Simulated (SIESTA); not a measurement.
Crystal: FeO (Wuestite).

```
CELL_PARAMETERS angstrom
0.00000 2.15540 2.15540
2.15540 0.00000 2.15540
2.15540 2.15540 0.00000
ATOMIC_POSITIONS crystal
Fe 0.00000 0.00000 0.00000
O 0.50000 0.50000 0.50000
```

Base run:

* Program: SIESTA 5.4.2
* Functional: BLYP
* Potentials or basis: PseudoDojo 0.4 standard (PBE files)
* Basis: DZP (energy shift 0.003 Ry; two zetas on semicore shells)
* Grid cutoff: 800 Ry
* Energy shift: 0.003 Ry
* k mesh: 11 × 11 × 11
* Occupations: fermi-dirac, width 0.05 eV
* Spin: collinear spin, ferromagnetic start
* Starting moments: [3.0, 0.0] μB

Its results: band gap on the k mesh none (metal or under the smearing width); pressure 7.7 GPa; net moment 4.00 μB per cell; site moments Fe +3.66; O +0.34 μB.

Q: After a change of settings the same cell gave: band gap on the k mesh none (metal or under the smearing width); pressure 0.3 GPa; net moment 4.00 μB per cell; site moments Fe +3.69; O +0.31 μB. Which change was it?
A. functional from BLYP to PBE
B. functional from BLYP to vdW-DF-C09; k mesh from 11 × 11 × 11 to 8 × 8 × 8
C. functional from BLYP to VV10; k mesh from 11 × 11 × 11 to 8 × 8 × 8
D. functional from BLYP to AM05; potentials or basis from PseudoDojo 0.4 standard (PBE files) to PseudoDojo 0.4 standard (PBEsol files)

A: A.

PBE binds more tightly than BLYP, so the same cell stands under less pressure.

Caveats: short orbitals over semicore shells can move pressures by several GPa; the basis of atomic orbitals isn't converged, which shifts pressures, moduli and gaps; a cell with one magnetic atom can't hold antiferromagnetic order, which such compounds often take; semilocal functionals often make such compounds metallic where correlation or magnetic order opens a gap, which also shifts bond lengths; the potentials were made for another functional, which shifts forces and pressure (some runs).

Not every run made on this cell is shown here.
